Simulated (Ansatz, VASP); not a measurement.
This is a calculation of BN for VASP 6.6.1. The cell is a database's computed one, not the measured one.

The input INCAR:

```
ALGO     = Normal         # electronic algorithm
EDIFF    = 1E-6           # SCF threshold, eV
EDIFFG   = -0.01          # ionic threshold
ENCUT    = 600            # plane-wave cutoff, eV
GGA      = RE             # functional
IBRION   = 2              # ionic algorithm
ISIF     = 3              # what is computed and relaxed
ISMEAR   = -1             # smearing method
IVDW     = 13             # dispersion correction
LASPH    = True           # aspherical terms in the spheres
LCHARG   = False          # write CHGCAR
LREAL    = False          # projectors in reciprocal space
LWAVE    = False          # write WAVECAR
NELM     = 60             # most SCF steps
NSW      = 60             # ionic steps
PREC     = Accurate       # precision mode
SIGMA    = 0.05           # smearing width, eV
```

KPOINTS

```
k-points
0
Gamma
  13 13 13
```

POSCAR

```
BN
1.0
    0.0000000000      1.8130010000      1.8130010000
    1.8130010000      0.0000000000      1.8130010000
    1.8130010000      1.8130010000      0.0000000000
N B
1 1
Direct
    0.2500000000      0.2500000000      0.2500000000
    0.0000000000      0.0000000000      0.0000000000
```

Potentials or basis: VASP PAW PBE potentials, release 64 (N, B).

The run is started by

```sh
$ cat potpaw_PBE.64/N/POTCAR potpaw_PBE.64/B/POTCAR > POTCAR
$ mpirun -np 1 vasp_std > vasp.out
```

Question: Translate it to Ansatz 0.2.0. Potentials or basis there: all-electron LAPW, scalar-relativistic.

Answer: As run (cutoffs and basis follow the program's own potentials, and thresholds, step limits or extra output files can differ):

File input.yaml:

```yaml
crystal:
  lattice:
    - [0.0, 1.813001, 1.813001]
    - [1.813001, 0.0, 1.813001]
    - [1.813001, 1.813001, 0.0]
  atoms:
    - { symbol: "N", position: [0.25, 0.25, 0.25] }
    - { symbol: B, position: [0.0, 0.0, 0.0] }
kpoints:
  mp_grid: { grid: [13, 13, 13] }
scf:
  occupations: { method: fermi_dirac, width: 0.05 }
hamiltonian:
  xc: revpbe
  dispersion: d4
  pseudopotentials: { kind: all_electron, lapw: { basis_error: 0.001 } }
output:
  forces: true
  stress: true
relax:
  f_tol: 0.02
  max_steps: 60
  cell: {}
```

Potentials or basis: all-electron LAPW, scalar-relativistic.

Run with:

```sh
$ ansatz run input.yaml --threads 1 --pin off --max-ram 3072MiB --backend cpu --events-out ev --progress --plain --runs-dir out
```

Both were run:

|  | VASP | Ansatz |
| --- | --- | --- |
| Relaxed volume | 5.81 Å³/atom | 5.81 Å³/atom |
| Relaxed cell | a = 2.542 Å, b = 2.542 Å, c = 2.542 Å, α = 60.00°, β = 60.00°, γ = 60.00° | a = 2.542 Å, b = 2.542 Å, c = 2.542 Å, α = 60.00°, β = 60.00°, γ = 60.00° |
| Space group after relaxing | F-43m (No. 216) | F-43m (No. 216) |
| Pressure after relaxing | 0.0 GPa | 0.0 GPa |

VASP's potentials were made for PBE.

Where Ansatz's input types no cutoff or centring, it takes its own default and a Γ-centred mesh.

Pressure is positive in compression.
